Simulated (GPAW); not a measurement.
# NiO (Pm-3m) in GPAW: single point with LDA+U

Aim: the single point of NiO with LDA+U.

Everything below comes from runs of GPAW 26.7.0. Logs are shortened: lines on timing, memory, paths and dates and some standing lists are left out, and cuts for length are marked. The log counts tension as positive stress, the text compression.

## 1. Starting point

It takes space group Pm-3m (No. 221, cubic). The conventional cell has a = 2.505 Å, b = 2.505 Å, c = 2.505 Å, α = 90.00°, β = 90.00°, γ = 90.00°. Ni (site symmetry m-3m) is surrounded by 8 O at 2.17 Å. O (site symmetry m-3m) is surrounded by 8 Ni at 2.17 Å.

Measurements of this composition are mostly on another form, of space group No. 225.

## 2. Single point, LDA+U, collinear spin, ferromagnetic start

The input, run.py:

```python
from ase.dft.bandgap import bandgap
from ase.io import read, write
from ase.units import Bohr, GPa
from gpaw import GPAW, PW
from gpaw.elf import elf_from_dft_calculation

atoms = read('NiO.xyz')
atoms.set_initial_magnetic_moments([2.5, 2.5, 0.0, 0.0])

calc = GPAW(mode=PW(800),
            xc='LDA',
            kpts={'size': (7, 7, 7), 'gamma': True},
            occupations={'name': 'fermi-dirac', 'width': 0.05},
            setups={'Ni': ':d,6.0'},
            nbands=39,
            convergence={'density': 1e-05, 'energy': 1e-05},
            maxiter=150,
            txt='gpaw.txt')
atoms.calc = calc
energy = atoms.get_potential_energy()
forces = atoms.get_forces()
stress = atoms.get_stress()
calc.write('gs.gpw')
write('result.traj', atoms)
print(f'Energy: {energy:.6f} eV')
print('Forces (eV/A):')
print(forces.round(4))
print('Stress (GPa):', (stress / GPa).round(3))
print('Moments:', calc.get_magnetic_moments().round(3))
print('Fermi level:', round(calc.get_fermi_level(), 4), 'eV')
print(f'Gap: {bandgap(calc)[0]:.4f} eV, direct: {bandgap(calc, direct=True)[0]:.4f} eV')

# fields on the real-space grid
write('density.cube', atoms, data=calc.get_pseudo_density() * Bohr**3)
write('potential.cube', atoms, data=calc.get_electrostatic_potential())
write('spin.cube', atoms, data=(calc.get_pseudo_density(spin=0) - calc.get_pseudo_density(spin=1)) * Bohr**3)
write('elf.cube', atoms, data=elf_from_dft_calculation(calc).data)
```

The input, NiO.xyz:

```xyz
4
Lattice="0.0000000000 2.5046153800 2.5046153800 2.5046153800 0.0000000000 2.5046153800 2.5046153800 2.5046153800 0.0000000000" Properties=species:S:1:pos:R:3 pbc="T T T"
Ni     0.0000000000      0.0000000000      0.0000000000
Ni     2.5046153800      2.5046153800      2.5046153800
O      1.2523076900      1.2523076900      1.2523076900
O      3.7569230700      3.7569230700      3.7569230700
```

Potentials or basis: the program's PAW data sets (release 1.2.1) made for this functional, pw.

On the command line:

```
OMP_NUM_THREADS=1 python run.py
```

gpaw.txt:

```text
__  _  _
 | _ |_)|_||  |
 |__||  | ||/\| - 26.7.0

Input parameters:
  mode=PW(ecut=800.0),
  convergence={'density': 1e-05, 'energy': 1e-05},
  kpts=MonkhorstPack(size=(7, 7, 7), gamma=True),
  maxiter=150,
  nbands=39,
  occupations=Occupations(name='fermi-dirac', width=0.05),
  setups={'Ni': ':d,6.0'},
  xc=XC(name='LDA')

Diagonalizing LCAO Hamiltonian
Converting LCAO to pw mode

                   O

               Ni

           O

       Ni

Atoms  # Å, Bohr magnetons
|   | symbol |        x |        y |        z |    initial magnetic moments |
|---|--------|----------|----------|----------|-----------------------------|
| 0 |     Ni | 0.000000 | 0.000000 | 0.000000 | ( 0.0000,  0.0000,  2.5000) |
| 1 |     Ni | 2.504615 | 2.504615 | 2.504615 | ( 0.0000,  0.0000,  2.5000) |
| 2 |      O | 1.252308 | 1.252308 | 1.252308 | ( 0.0000,  0.0000,  0.0000) |
| 3 |      O | 3.756923 | 3.756923 | 3.756923 | ( 0.0000,  0.0000,  0.0000) |

Unit cell  # Å
| periodic |        x |        y |        z |  lengths |    angles |
|----------|----------|----------|----------|----------|-----------|
|      yes | 0.000000 | 2.504615 | 2.504615 | 3.542061 | 60.000000 |
|      yes | 2.504615 | 0.000000 | 2.504615 | 3.542061 | 60.000000 |
|      yes | 2.504615 | 2.504615 | 0.000000 | 3.542061 | 60.000000 |

Number of symmetries: 48
Symmetry operations  # r_c * U_cc + t_c -> r_c
|    | kind |            matrix            |
|----|------|------------------------------|
|  0 |  σ   |  1, 0, 0,  1, 0,-1,  1,-1, 0 |
|  1 |  C2  |  1, 0, 0,  1,-1, 0,  1, 0,-1 |
|  2 |  E   |  1, 0, 0,  0, 1, 0,  0, 0, 1 |
|  3 |  σ   |  1, 0, 0,  0, 0, 1,  0, 1, 0 |
|  4 |  C4  |  1, 0,-1,  1, 0, 0,  1,-1, 0 |
|  5 |  S6  |  1, 0,-1,  1,-1, 0,  1, 0, 0 |
|  6 |  σ   |  1, 0,-1,  0, 1,-1,  0, 0,-1 |
|  7 |  C3  |  1, 0,-1,  0, 0,-1,  0, 1,-1 |
|  8 |  S6  |  1,-1, 0,  1, 0, 0,  1, 0,-1 |
|  9 |  C4  |  1,-1, 0,  1, 0,-1,  1, 0, 0 |
| 10 |  C3  |  1,-1, 0,  0,-1, 1,  0,-1, 0 |
| 11 |  σ   |  1,-1, 0,  0,-1, 0,  0,-1, 1 |
| 12 |  σ   |  0, 1, 0,  1, 0, 0,  0, 0, 1 |
| 13 |  C4  |  0, 1, 0,  0, 1,-1, -1, 1, 0 |
| 14 |  C3  |  0, 1, 0,  0, 0, 1,  1, 0, 0 |
| 15 |  S6  |  0, 1, 0, -1, 1, 0,  0, 1,-1 |
| 16 |  C2  |  0, 1,-1,  1, 0,-1,  0, 0,-1 |
| 17 |  σ   |  0, 1,-1,  0, 1, 0, -1, 1, 0 |
| 18 |  S4  |  0, 1,-1,  0, 0,-1,  1, 0,-1 |
| 19 |  C4  |  0, 1,-1, -1, 1, 0,  0, 1, 0 |
| 20 |  C3  |  0, 0, 1,  1, 0, 0,  0, 1, 0 |
| 21 |  σ   |  0, 0, 1,  0, 1, 0,  1, 0, 0 |
| 22 |  S6  |  0, 0, 1,  0,-1, 1, -1, 0, 1 |
| 23 |  C4  |  0, 0, 1, -1, 0, 1,  0,-1, 1 |
| 24 |  S4  |  0, 0,-1,  1, 0,-1,  0, 1,-1 |
| 25 |  C3  |  0, 0,-1,  0, 1,-1,  1, 0,-1 |
| 26 |  C2  |  0, 0,-1,  0,-1, 0, -1, 0, 0 |
| 27 |  S6  |  0, 0,-1, -1, 0, 0,  0,-1, 0 |
| 28 |  S4  |  0,-1, 1,  1,-1, 0,  0,-1, 0 |
| 29 |  C4  |  0,-1, 1,  0, 0, 1, -1, 0, 1 |
| 30 |  C2  |  0,-1, 1,  0,-1, 0,  1,-1, 0 |
| 31 |  σ   |  0,-1, 1, -1, 0, 1,  0, 0, 1 |
| 32 |  C3  |  0,-1, 0,  1,-1, 0,  0,-1, 1 |
| 33 |  S6  |  0,-1, 0,  0, 0,-1, -1, 0, 0 |
| 34 |  S4  |  0,-1, 0,  0,-1, 1,  1,-1, 0 |
| 35 |  C2  |  0,-1, 0, -1, 0, 0,  0, 0,-1 |
| 36 |  C2  | -1, 1, 0,  0, 1, 0,  0, 1,-1 |
| 37 |  S6  | -1, 1, 0,  0, 1,-1,  0, 1, 0 |
| 38 |  S4  | -1, 1, 0, -1, 0, 1, -1, 0, 0 |
| 39 |  C3  | -1, 1, 0, -1, 0, 0, -1, 0, 1 |
| 40 |  S6  | -1, 0, 1,  0, 0, 1,  0,-1, 1 |
| 41 |  C2  | -1, 0, 1,  0,-1, 1,  0, 0, 1 |
| 42 |  C3  | -1, 0, 1, -1, 1, 0, -1, 0, 0 |
| 43 |  S4  | -1, 0, 1, -1, 0, 0, -1, 1, 0 |
| 44 |  C2  | -1, 0, 0,  0, 0,-1,  0,-1, 0 |
| 45 |  i   | -1, 0, 0,  0,-1, 0,  0, 0,-1 |
| 46 |  σ   | -1, 0, 0, -1, 1, 0, -1, 0, 1 |
| 47 |  C2  | -1, 0, 0, -1, 0, 1, -1, 1, 0 |

BZ-sampling:
  Number of BZ points: 343
  Number of IBZ points: 20

  Monkhorst-Pack size: [7, 7, 7]
  Monkhorst-Pack shift: [0, 0, 0]

K-points  # in reciprocal-cell coordinates
|     |                                coordinates |     weight |
|-----|--------------------------------------------|------------|
|   0 | (  0.00000000,   0.00000000,   0.00000000) | 0.00291545 |
|   1 | (  0.14285714,   0.14285714,   0.00000000) | 0.01749271 |
|   2 | (  0.14285714,   0.14285714,   0.14285714) | 0.02332362 |
|   3 | (  0.28571429,   0.14285714,   0.14285714) | 0.03498542 |
|   4 | (  0.28571429,   0.28571429,   0.00000000) | 0.01749271 |
|   5 | (  0.28571429,   0.28571429,   0.14285714) | 0.06997085 |
|   6 | (  0.28571429,   0.28571429,   0.28571429) | 0.02332362 |
|   7 | (  0.42857143,  -0.28571429,  -0.28571429) | 0.03498542 |
|   8 | (  0.42857143,   0.28571429,  -0.42857143) | 0.13994169 |
|   9 | (  0.42857143,   0.28571429,  -0.28571429) | 0.06997085 |
| ... |                                            |            |
|  19 | (  0.42857143,   0.42857143,   0.42857143) | 0.02332362 |

Plane wave coefficients: 1639
Cutoff: 800.0 eV

Spin-components: 2 (collinear spins)
Bands:           39
Projectors:      22
Spin-degeneracy: 1
Datatype:        complex128

Parallelization:
  kpt:    1
  domain: 1
  band:   1

Density:
  Valence electrons: 44.0
  Components: 2
  Grid points: [24 24 24]
  Charge: 0.0  # |e|

Potential:
  Grid points: [24 24 24]

species:
  Ni:
    name:    Nickel
    Z:       28.0
    valence: 16
    core:    12
    charge:  0.0  # [|e|]
    Hubbard: {U: 6.0,  # eV
              l: 2,
              scale: True}
    compensation charges:
      type: gauss
      rc: 0.36  # [Å]
      lmax: 2
    cutoffs:
      filter: 2.14  # [Å]
      core: 1.98  # [Å]
    projectors
    | kind |    occ | energy [eV] | rcut [Å] |
    |------|--------|-------------|----------|
    |   4s |  2.000 |      -5.858 |    1.164 |
    |   3p |  6.000 |     -71.266 |    1.207 |
    |   4p |  0.000 |      -1.338 |    1.207 |
    |   3d |  8.000 |      -9.141 |    1.138 |
    |    s |        |      21.353 |    1.164 |
    |    d |        |      18.071 |    1.138 |

    Using partial waves for Ni as LCAO basis

  O:
    name:    Oxygen
    Z:       8.0
    valence: 6
    core:    2
    charge:  0.0  # [|e|]
    compensation charges:
      type: gauss
      rc: 0.21  # [Å]
      lmax: 2
    cutoffs:
      filter: 1.17  # [Å]
      core: 0.83  # [Å]
    projectors
    | kind |    occ | energy [eV] | rcut [Å] |
    |------|--------|-------------|----------|
    |   2s |  2.000 |     -23.752 |    0.688 |
    |   2p |  4.000 |      -9.195 |    0.598 |
    |    s |        |       3.459 |    0.688 |
    |    p |        |      18.016 |    0.598 |
    |    d |        |       0.000 |    0.619 |

    Using partial waves for O as LCAO basis

Reference energy: -86657.007876  # eV

eigensolver:
  PPCG
  Converge bands: occupied
  niter=2

density mixing:
  MSR1-Mixer
  Pratt-step length: 0.05
  Maximum mixing coefficient: 0.75
  Old densities: 10
  SVD Regularization: 0.005
  Good broyden scale: 1.0
  Trust region scale: 1.0
  Backstep threshold: 4.0
  History deletion threshold: 6.0
  Fourier metric: weight=20.0, sigma=0.015

occupation numbers:
  Fermi-Dirac:
    width: 0.0500  # eV

poisson solver:
  ecut: 6400.0  # eV

xc functional:
  name: None

convergence criteria:
- Maximum integral of absolute [dens]ity change: 1e-05 electrons / valence electron
- Maximum [total energy] change in last 3 cyles: 1e-05 eV / valence electron
- Maximum integral of absolute [eigenst]ate change: 4e-08 eV^2 / valence electron
maximum number of iterations: 150

SCF iterations
|iter     | |      energy | eigst |  dens |  magmom |
|---------|-|-------------|-------|-------|---------|
|iter:   1| |  -26.224911 | +0.51 |       |  +4.9450|
|iter:   2| |  -23.634117 | -1.74 | -0.68 |  +4.7833|
|iter:   3| |  -22.614397 | -2.76 | -0.88 |  +4.7098|
|iter:   4| |  -22.175414 | -2.46 | -1.01 |  +4.5833|
|iter:   5| |  -22.400685 | -3.13 | -1.29 |  +4.3823|
|iter:   6| |  -22.764771 | -3.56 | -1.54 |  +4.1984|
|iter:   7| |  -23.349451 | -3.26 | -1.68 |  +4.1489|
|iter:   8| |  -23.267359 | -4.36 | -1.69 |  +4.1193|
|iter:   9| |  -23.305860 | -4.67 | -1.97 |  +4.1062|
|iter:  10| |  -23.479426 | -3.64 | -2.22 |  +3.9843|
|iter:  11| |  -23.481625 | -4.62 | -2.12 |  +3.9672|
|iter:  12| |  -23.481417 | -5.66 | -2.48 |  +3.9900|
|iter:  13| |  -23.482600 | -5.27 | -2.66 |  +3.9993|
|iter:  14| |  -23.482805 | -6.04 | -3.19 |  +4.0006|
|iter:  15| |  -23.482812c| -7.40c| -3.83 |  +4.0003|
|iter:  16| |  -23.482813c| -8.69c| -4.39 |  +4.0001|
|iter:  17| |  -23.482812c| -7.72c| -4.97 |  +4.0000|
|iter:  18| |  -23.482812c| -9.30c| -5.60c|  +4.0000|

Converged in 18 steps
Energy contributions relative to reference atoms: (reference = -86657.007876)

Energy contributions:
  Kinetic:          76.689540
  Coulomb:         -61.799306
  Zero:              0.264536
  External:          0.000000
  Xc:              -38.622393
  Entropy:          -0.030380
  Spinorbit:         0.000000
  ----------------------------
  Free energy:     -23.498002
  Extrapolated:    -23.482812

dipole moment: (-10.030224, -10.030224, -10.030224)  # |e|*Ang

Total magnetic moment: (0.000000, 0.000000, 3.999999)

Local magnetic moments
|        x |        y |        z |
|----------|----------|----------|
| 0.000000 | 0.000000 | 1.541249 |  # Ni   0
| 0.000000 | 0.000000 | 1.541245 |  # Ni   1
| 0.000000 | 0.000000 | 0.334179 |  # O    2
| 0.000000 | 0.000000 | 0.334179 |  # O    3

Fermi level: 9.587
Eigenvalues  # (at kpt = [0.000, 0.000, 0.000])
| band index |      eig [eV] | occ [0-1] |      eig [eV] | occ [0-1] |
|------------|---------------|-----------|---------------|-----------|
|          0 |       -54.494 |     1.000 |       -52.715 |     1.000 |
|        ... |               |           |               |           |
|         13 |         4.523 |     1.000 |         7.289 |     1.000 |
|         14 |         4.523 |     1.000 |         7.289 |     1.000 |
|         15 |         4.523 |     1.000 |         7.321 |     1.000 |
|         16 |         5.956 |     1.000 |         7.321 |     1.000 |
|         17 |         5.956 |     1.000 |         7.321 |     1.000 |
|         18 |         6.537 |     1.000 |         9.734 |     0.050 |
[... 8 lines left out ...]
|         27 |        16.435 |     0.000 |        16.686 |     0.000 |
|         28 |        24.945 |     0.000 |        25.393 |     0.000 |
|        ... |               |           |               |           |
|         38 |        43.936 |     0.000 |        44.377 |     0.000 |

No gap
No difference between direct/indirect transitions

Forces  # eV/Ang
|       x |       y |        z |
|---------|---------|----------|
| 0.00000 | 0.00000 |  0.00000 |  # Ni   0
| 0.00000 | 0.00000 | -0.00000 |  # Ni   1
| 0.00000 | 0.00000 |  0.00000 |  # O    2
| 0.00000 | 0.00000 | -0.00000 |  # O    3

Stress tensor  # eV/Ang^3
|         x |         y |         z |
|-----------|-----------|-----------|
| -0.080220 | -0.000000 | -0.000000 |
| -0.000000 | -0.080220 | -0.000000 |
| -0.000000 | -0.000000 | -0.080220 |

# Writing to gs.gpw (mode='')
```

It took 1.8 min on 1 thread of Arm Neoverse V1, shared host; peak memory 0.22 GiB.

Results:

```
Free energy            : -23.4980 eV
Pressure               : 12.9 GPa
Band gap on the k mesh : none (metal or under the smearing width)
Net moment             : 4.00 μB per cell
Site moments           : Ni +1.54; O +0.33 μB
```

Caveat: the stock nickel data set gives pressures a few GPa off other programs. The state reached can hang on the start; a lower one may exist.
